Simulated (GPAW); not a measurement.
Re:

```
Re
1.0
     2.76080    0.00000    0.00000
    -1.38040    2.39092    0.00000
     0.00000    0.00000    4.45820
Re
2
Direct
  0.66667 0.33333 0.75000
  0.33333 0.66667 0.25000
```

- Program: GPAW 26.7.0
- Task: relaxation of cell and atoms
- Functional: revPBE
- Potentials or basis: the program's PAW data sets (release 1.2.1) made for this functional
- Cutoff: 600 eV
- Basis: pw
- k mesh: 8 × 8 × 4
- Occupations: fermi-dirac, width 0.05 eV
- Spin: no spin polarisation

At the start: pressure 9.3 GPa; volume 14.71 Å³/atom.

**Question.** Where does the relaxation end?

**Answer.** Over 4 steps the energy falls by 11.7 meV/atom and the volume is 15.09 Å³/atom (+2.6 %); space group P6_3/mmc (No. 194, to 0.05 Å).

Step by step:
```tsv
step	energy change (eV)	largest force (eV/Å)	pressure (GPa)	volume (Å³)
1	0.0000	0.0000	9.32	29.43
2	-0.0210	0.0000	2.36	29.97
3	-0.0232	0.0000	-0.03	30.17
4	-0.0235	0.0000	-0.15	30.18
```

Final structure:
```
Re
1.0
     2.77942    0.00000    0.00000
    -1.38971    2.40705    0.00000
     0.00000    0.00000    4.51163
Re
2
Direct
  0.66667 0.33333 0.75000
  0.33333 0.66667 0.25000
```

Caveat: later steps reuse the first step's grids.
